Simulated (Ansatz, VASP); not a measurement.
**Two plane-wave programs on Ba**

```
Ba
1.0
    -2.50650    2.50650    2.50650
     2.50650   -2.50650    2.50650
     2.50650    2.50650   -2.50650
Ba
1
Direct
  0.00000 0.00000 0.00000
```

Alike in both runs: functional PBE; k mesh 12 × 12 × 12; occupations gaussian, width 0.1 eV; no spin polarisation.

Ansatz relaxed the structure, and its values are those at the end. VASP's run is a single point on that final structure, the one shown.

|  | VASP | Ansatz |
| --- | --- | --- |
| version | VASP 6.6.1 | Ansatz 0.2.0 |
| potentials or method | VASP PAW PBE potentials, release 64 (Ba_sv) | scalar-relativistic, plane waves, PAW |
| plane-wave cutoff (eV) | 520 | 420 |
| valence electrons in the cell | 10 | 10 |

|  | VASP | Ansatz | Ansatz less VASP |
| --- | --- | --- | --- |
| gap on the k mesh at the Fermi level (eV) | none | none | - |
| pressure (GPa) | 0.1 | 0.0 | -0.05 |

A gap of «none» marks a metal or a gap that the smearing closes. With one functional, cell and mesh, what is left measures potentials, basis and numerics.

The runs have no spin-orbit coupling, so splittings on Ba are missing.
